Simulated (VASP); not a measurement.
# Te (P3_121) in VASP: a series of runs

One crystal, Te, is run at these levels: PBE+D3(BJ), LDA; tasks: relaxation of cell and atoms, single point.

Everything below comes from runs of VASP 6.6.1. Logs are shortened: lines on timing, memory, paths and dates and some standing lists are left out, and cuts for length are marked.

## Step 1: The crystal as given

The structure is trigonal, space group P3_121 (No. 152). The conventional cell has a = 4.454 Å, b = 4.454 Å, c = 5.924 Å, α = 90.00°, β = 90.00°, γ = 120.00°. Te (site symmetry 2) has 2 Te at 2.86 Å as nearest neighbours.

## Step 2: Relaxation of cell and atoms, PBE+D3(BJ)

INCAR reads:

```
PREC = Accurate
ENCUT = 600
EDIFF = 1E-6
ISMEAR = 1
SIGMA = 0.1
LREAL = F
LASPH = T
NELM = 120
ALGO = Normal
ISIF = 3
LWAVE = F
LCHARG = F
GGA = PE
IVDW = 12
IBRION = 2
NSW = 80
EDIFFG = -0.01
ISYM = 2
KPAR = 4
```

KPOINTS reads:

```
regular mesh
0
Gamma
  11 11 8
```

POSCAR reads:

```
Te
1.0
    4.4540000000      0.0000000000      0.0000000000
   -2.2270000000      3.8572771485      0.0000000000
    0.0000000000      0.0000000000      5.9240000000
Te
3
Direct
    0.2690000000      0.0000000000      0.3333333333
    0.0000000000      0.2690000000      0.6666666667
    0.7310000000      0.7310000000      0.0000000000
```

Potentials or basis: VASP PAW PBE potentials, release 64 (Te).

Launch:

```sh
$ cat potpaw_PBE.64/Te/POTCAR > POTCAR
$ mpirun -np 4 vasp_std > vasp.out
```

OUTCAR:

```text
PREC = Accurate
   ENCUT = 600
   EDIFF = 1E-6
   ISMEAR = 1
   LREAL = F
   LASPH = T
   NELM = 120
   ISIF = 3
   GGA = PE
   IVDW = 12
   IBRION = 2
   NSW = 80
   EDIFFG = -0.01
   ISYM = 2
 IVDW          = 12

 ion  position               nearest neighbor table
   1  0.269  0.000  0.333-   3 2.86   2 2.86   3 3.47   3 3.47   2 3.47   2 3.47
   2  0.000  0.269  0.667-   3 2.86   1 2.86   3 3.47   3 3.47   1 3.47   1 3.47
   3  0.731  0.731  0.000-   1 2.86   2 2.86   1 3.47   2 3.47   2 3.47   1 3.47

  LATTYP: Found a hexagonal cell.
 ALAT       =     4.4540000000
 C/A-ratio  =     1.3300404131

  Lattice vectors:

 A1 = (   4.4540000000,   0.0000000000,   0.0000000000)
 A2 = (  -2.2270000000,   3.8572771485,   0.0000000000)
 A3 = (   0.0000000000,   0.0000000000,   5.9240000000)

Analysis of symmetry for initial positions (statically):
=====================================================================
 Subroutine PRICEL returns:
 Original cell was already a primitive cell.

 Routine SETGRP: Setting up the symmetry group for a
 hexagonal supercell.

 Subroutine GETGRP returns: Found  6 space group operations
 (whereof  2 operations were pure point group operations)
 out of a pool of 24 trial point group operations.

The static configuration has the point symmetry C_2 .
 The point group associated with its full space group is D_3 .

Analysis of symmetry for dynamics (positions and initial velocities):
=====================================================================
 Subroutine PRICEL returns:
 Original cell was already a primitive cell.

 Routine SETGRP: Setting up the symmetry group for a
 hexagonal supercell.

 Subroutine GETGRP returns: Found  6 space group operations
 (whereof  2 operations were pure point group operations)
 out of a pool of 24 trial point group operations.

The dynamic configuration has the point symmetry C_2 .
 The point group associated with its full space group is D_3 .

 Subroutine INISYM returns: Found  6 space group operations
 (whereof  2 operations are pure point group operations),
 and found     1 'primitive' translations

----------------------------------------------------------------------------------------

                                     Primitive cell

  volume of cell :     101.7762

  direct lattice vectors                    reciprocal lattice vectors
     4.454000000  0.000000000  0.000000000     0.224517288  0.129625117  0.000000000
    -2.227000000  3.857277149  0.000000000     0.000000000  0.259250233  0.000000000
     0.000000000  0.000000000  5.924000000     0.000000000  0.000000000  0.168804862

  length of vectors
     4.454000000  4.454000000  5.924000000     0.259250233  0.259250233  0.168804862

  position of ions in fractional coordinates (direct lattice)
     0.269000000  0.000000000  0.333333333
     0.000000000  0.269000000  0.666666667
     0.731000000  0.731000000  0.000000000

  ion indices of the primitive-cell ions
   primitive index   ion index
                 1           1
                 2           2
                 3           3

----------------------------------------------------------------------------------------

 KPOINTS: regular mesh

Automatic generation of k-mesh.
 Grid dimensions read from file:
 generate k-points for:   11   11    8

 Generating k-lattice:

  Cartesian coordinates                     Fractional coordinates (reciprocal lattice)
     0.020410663  0.011784102  0.000000000     0.090909091  0.000000000  0.000000000
     0.000000000  0.023568203  0.000000000     0.000000000  0.090909091  0.000000000
     0.000000000  0.000000000  0.021100608     0.000000000  0.000000000  0.125000000

  Length of vectors
     0.023568203  0.023568203  0.021100608

  Shift w.r.t. Gamma in fractional coordinates (k-lattice)
     0.000000000  0.000000000  0.000000000

 Subroutine IBZKPT returns following result:
 ===========================================

 Found    110 irreducible k-points:

 Following reciprocal coordinates:
            Coordinates               Weight
  0.000000  0.000000  0.000000      1.000000
  0.090909  0.000000  0.000000      6.000000
  0.181818  0.000000  0.000000      6.000000
  0.272727  0.000000  0.000000      6.000000
  0.363636  0.000000  0.000000      6.000000
  0.454545  0.000000  0.000000      6.000000
[... 16 lines left out ...]
  0.000000  0.272727  0.125000      6.000000
  0.363636  0.000000  0.125000      6.000000
 [... further k-points ...]
   k-points           NKPTS =    110   k-points in BZ     NKDIM =    110   number of bands    NBANDS=     13
   number of dos      NEDOS =    301   number of ions     NIONS =      3
   total plane-waves  NPLWV =  62208
   dimension x,y,z NGX =    36 NGY =   36 NGZ =   48
   dimension x,y,z NGXF=    72 NGYF=   72 NGZF=   96
   ions per type =               3
   NGX,Y,Z   is equivalent  to a cutoff of  13.44, 13.44, 13.47 a.u.
   NGXF,Y,Z  is equivalent  to a cutoff of  26.87, 26.87, 26.94 a.u.
 SYSTEM =  unknown system
   PREC   = accura    normal or accurate (medium, high low for compatibility)
   ISTART =      0    job   : 0-new  1-cont  2-samecut
   ICHARG =      2    charge: 1-file 2-atom 10-const
   ISPIN  =      1    spin polarized calculation?
   LNONCOLLINEAR =      F non collinear calculations
   LSORBIT =      F    spin-orbit coupling
   LASPH  =      T    aspherical Exc in radial PAW
   ENCUT  =  600.0 eV  44.10 Ry    6.64 a.u.   8.90  8.90 11.83*2*pi/ulx,y,z
   NELM   =    120;   NELMIN=  2; NELMDL= -5     # of ELM steps
   EDIFF  = 0.1E-05   stopping-criterion for ELM
   LREAL  =      F    real-space projection
   EDIFFG = -.1E-01   stopping-criterion for IOM
   NSW    =     80    number of steps for IOM
   IBRION =      2    ionic relax: 0-MD 1-quasi-New 2-CG
   NFREE  =      1    steps in history (QN), initial steepest desc. (CG)
   ISIF   =      3    stress and relaxation
   ISYM   =      2    0-nonsym 1-usesym 2-fastsym
   POTIM  = 0.5000    time-step for ionic-motion
   TEBEG  =    0.0;   TEEND  =   0.0 temperature during run
   PSTRESS=    0.0 pullay stress
   NELECT =      18.0000    total number of electrons
   NUPDOWN=      -1.0000    fix difference up-down
   EMIN   =  10.00;   EMAX   =-10.00  energy-range for DOS
   EFERMI =   0.00;   METHOD = LEGACY
   ISMEAR =     1;   SIGMA  =   0.10  broadening in eV -4-tet -1-fermi 0-gaus
   EFERMI_NEDOS =   21; number of points for ismear=-14 and -15
   IALGO  =     38    algorithm
   IMIX   =      4    mixing-type and parameters
     AMIX     =   0.40;   BMIX     =  1.00
     AMIX_MAG =   1.60;   BMIX_MAG =  1.00
  volume/ion in A,a.u.               =      33.93       228.94
  Fermi-wavevector in a.u.,A,eV,Ry     =   0.918933  1.736531 11.489263  0.844437
  Thomas-Fermi vector in A             =   2.044070
   LORBIT       =      0    0 simple, 1 ext, 2 COOP (PROOUT), +10 PAW based schemes
   GGA     = PE    functional components
   LHFCALC =     F    Hartree Fock is set to
   AEXX    =    0.0000 exact exchange contribution
   IVDW    =    12    specifies the selected vdW correction
   LEPSILON=     F    determine dielectric tensor
   LRPA    =     F    only Hartree local field effects (RPA)
 conjugate gradient relaxation of ions
 non-spin polarized calculation
 Methfessel and Paxton  Order N= 1 SIGMA  =   0.10
  energy-cutoff  :      600.00
  volume of cell :      101.78
 maximum number of plane-waves:      3418
   NGX = 17   NGY = 17   NGZ = 23

--------------------------------------- Ionic step        1  -------------------------------------------

 number of electron      17.9999999 magnetization

 Free energy of the ion-electron system (eV)
  ---------------------------------------------------
  ext. energy  EPLUGINS =         0.00000000
  ---------------------------------------------------
  free energy    TOTEN  =        -9.41835259 eV

  energy without entropy =       -9.41839247  energy(sigma->0) =       -9.41836588

------------------------ aborting loop because EDIFF is reached ----------------------------------------

 Edisp (eV)   -1.29099

 E8    (eV) :    -0.5927

  FORCE on cell =-STRESS in cart. coord.  units (eV):
  Direction    XX          YY          ZZ          XY          YZ          ZX
  --------------------------------------------------------------------------------------
  -------------------------------------------------------------------------------------
  Total      -0.56897    -0.56897    -0.25516    -0.00000    -0.00000    -0.00000
  in kB      -8.95683    -8.95683    -4.01679    -0.00000    -0.00000    -0.00000
  external pressure =       -7.31 kB  Pullay stress =        0.00 kB
[... 100 lines left out ...]
  FREE ENERGIE OF THE ION-ELECTRON SYSTEM (eV)
  ---------------------------------------------------
  free  energy   TOTEN  =       -10.7216284734 eV

  energy  without entropy=      -10.7216656626  energy(sigma->0) =      -10.72164087

[... ionic steps 4 to 9 ...]

--------------------------------------- Ionic step       10  -------------------------------------------

 number of electron      17.9999999 magnetization

------------------------ aborting loop because EDIFF is reached ----------------------------------------

 Edisp (eV)   -1.37132

 E8    (eV) :    -0.6299
[... 71 lines left out ...]
  energy  without entropy=      -10.7467125925  energy(sigma->0) =      -10.74667989

--------------------------------------- Ionic step       12  -------------------------------------------

 number of electron      17.9999999 magnetization

 Free energy of the ion-electron system (eV)
  ---------------------------------------------------
  ext. energy  EPLUGINS =         0.00000000
  ---------------------------------------------------
  free energy    TOTEN  =        -9.37533306 eV

  energy without entropy =       -9.37538271  energy(sigma->0) =       -9.37534961

 E-fermi :   6.7301     XC(G=0):  -9.3511

 val. band max:        6.6466025916   @ k =   0.3636   0.2727   0.5000
 cond. band min:       6.9423001745   @ k =   0.0000   0.0000   0.5000
 fundamental gap:      0.2956975829
 Fermi energy:         6.7301043983

 k-point     1 :       0.0000    0.0000    0.0000
  band No.  band energies     occupation
      1      -7.1965      2.00000
      2      -3.8231      2.00000
      3      -3.8231      2.00000
      4       3.7683      2.00000
      5       4.1151      2.00000
      6       4.1151      2.00000
      7       4.9229      2.00000
      8       4.9229      2.00000
      9       5.5463      2.00000
     10       7.6903     -0.00000
     11       7.6903     -0.00000
     12       8.3916     -0.00000
     13      11.5609      0.00000
[... 353 lines left out ...]
 k-point    24 :       0.3636    0.0000    0.1250
  band No.  band energies     occupation
      1      -6.2018      2.00000
      2      -4.2870      2.00000
      3      -3.6973      2.00000
      4       1.8977      2.00000
      5       2.4128      2.00000
      6       2.9130      2.00000
      7       3.1383      2.00000
      8       5.4388      2.00000
      9       5.5534      2.00000
     10       7.5469     -0.00000
     11       8.0725     -0.00000
     12       9.8517      0.00000
     13      10.1528      0.00000

 [... further k-points ...]

------------------------ aborting loop because EDIFF is reached ----------------------------------------

 Edisp (eV)   -1.37134

 E8    (eV) :    -0.6299

  FORCE on cell =-STRESS in cart. coord.  units (eV):
  Direction    XX          YY          ZZ          XY          YZ          ZX
  --------------------------------------------------------------------------------------
  -------------------------------------------------------------------------------------
  Total      -0.00026    -0.00026     0.02153     0.00000    -0.00000    -0.00000
  in kB      -0.00440    -0.00440     0.35864     0.00000    -0.00000    -0.00000
  external pressure =        0.12 kB  Pullay stress =        0.00 kB
[... 18 lines left out ...]
  FREE ENERGIE OF THE ION-ELECTRON SYSTEM (eV)
  ---------------------------------------------------
  free  energy   TOTEN  =       -10.7466758241 eV

  energy  without entropy=      -10.7467254759  energy(sigma->0) =      -10.74669237

 reached required accuracy - stopping structural energy minimisation
```

Run time: 3.1 min. Hardware: 4 MPI ranks of Intel Xeon Platinum 8488C (Sapphire Rapids), shared host; peak memory 0.37 GiB.

What came out:

| Property | Result |
| --- | --- |
| Free energy | -10.7467 eV |
| Relaxed volume | 32.07 Å³/atom |
| Relaxed cell | a = 4.314 Å, b = 4.314 Å, c = 5.969 Å, α = 90.00°, β = 90.00°, γ = 120.00° |
| Space group after relaxing (to 0.05 Å) | P3_121 (No. 152) |
| Energy gained by relaxing | 12.4 meV/atom |
| Ionic steps | 12 |
| Pressure after relaxing | 0.0 GPa |
| Largest force after relaxing | 0.009 eV/Å |
| Band gap on the k mesh | 0.30 eV, indirect (least direct gap 0.39 eV) |
| Dispersion energy per atom | -0.457 eV |

Forces on the atoms (eV/Å):
```
Te   0.009  0.000  0.000
Te  -0.004  0.008  0.000
Te  -0.004 -0.008  0.000
```

The path:
| step | energy change (eV) | largest force (eV/Å) | pressure (GPa) | volume (Å³) |
| --- | --- | --- | --- | --- |
| 1 | 0.0000 | 0.1665 | -0.73 | 101.78 |
| 2 | -0.0107 | 0.2304 | 0.10 | 99.51 |
| 3 | -0.0123 | 0.2646 | 0.61 | 98.28 |
| 4 | -0.0190 | 0.2258 | 0.55 | 97.86 |
| 5 | -0.0324 | 0.1227 | 0.41 | 96.60 |
| 6 | -0.0304 | 0.0343 | 0.46 | 94.06 |
| 7 | -0.0362 | 0.0459 | 0.39 | 95.45 |
| 8 | -0.0370 | 0.0144 | -0.10 | 96.37 |
| 9 | -0.0370 | 0.0200 | -0.01 | 96.21 |
| 10 | -0.0371 | 0.0178 | -0.01 | 96.21 |
| 11 | -0.0373 | 0.0106 | 0.01 | 96.20 |
| 12 | -0.0373 | 0.0089 | 0.01 | 96.20 |

Final structure:
```
CELL_PARAMETERS angstrom
4.31392 0.00000 0.00000
-2.15696 3.73597 0.00000
0.00000 0.00000 5.96924
ATOMIC_POSITIONS crystal
Te 0.28508 0.00000 0.33333
Te 0.00000 0.28508 0.66667
Te 0.71492 0.71492 0.00000
```

Caveat: spin-orbit coupling is left out, which moves the levels of the heavy elements; an odd mesh through Γ misses points on the zone boundary, where band edges often lie.

(Part 1 of 2 ends here.)
